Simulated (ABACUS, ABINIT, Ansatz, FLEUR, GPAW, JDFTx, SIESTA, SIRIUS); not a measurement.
**Sn: 8 runs at one level of theory**

```xyz
2
Lattice="0.0000 3.2333 3.2333 3.2333 0.0000 3.2333 3.2333 3.2333 0.0000" Properties=species:S:1:pos:R:3 pbc="T T T"
Sn    4.9199    4.8950    4.8835
Sn    3.2625    3.2161    3.2452
```

This isn't the form of Sn at room conditions, which is tetragonal (white tin).

Atoms were shifted at random by some hundredths of an Å from the given cell, which wasn't relaxed again for these runs.

Alike in all runs: task single point; functional PBEsol; k mesh 7 × 7 × 7; occupations fermi-dirac, width 0.05 eV; no spin polarisation; no spin-orbit coupling. Pressure is positive in compression and, in plane waves, holds the error of the finite cutoff.

```csv
program and potentials,plane-wave cutoff (eV),notes,pressure (GPa),largest force (eV/Å),energy over the undisturbed cell (meV/atom)
"SIRIUS, PseudoDojo 0.4.1 PBEsol standard (scalar relativistic)",983,-,1.80,0.561,-
"ABACUS, PseudoDojo NC SR 0.4.1 PBEsol standard, plane waves",993,-,1.79,0.563,11.44
"ABINIT, PseudoDojo NC SR PBEsol v0.4.1 standard",980,-,1.79,0.561,11.44
"FLEUR, all-electron, FLAPW",-,-,-,0.557,11.36
"SIESTA, files PseudoDojo sr-pbesol-0.4.1-standard, DZP (energy shift 0.003 Ry; two zetas on semicore shells)",-,atomic basis,2.04,0.593,12.00
"JDFTx, PseudoDojo-SR-PBEsol-0.4.1-standard with smoothed tails",980,-,1.79,0.561,11.45
"GPAW, PAW data sets generated for this functional",600,-,1.40,0.555,11.30
"Ansatz, all-electron LAPW, scalar-relativistic",-,-,?,?,-
```

Question: Estimate from the other rows what the run with Ansatz, all-electron LAPW, scalar-relativistic gave.

Answer: Pressure 1.68 GPa; largest force 0.556 eV/Å. The other rows, which needn't bracket it: pressure 1.40 to 2.04; largest force 0.555 to 0.593; energy over the undisturbed cell 11.30 to 12.00.
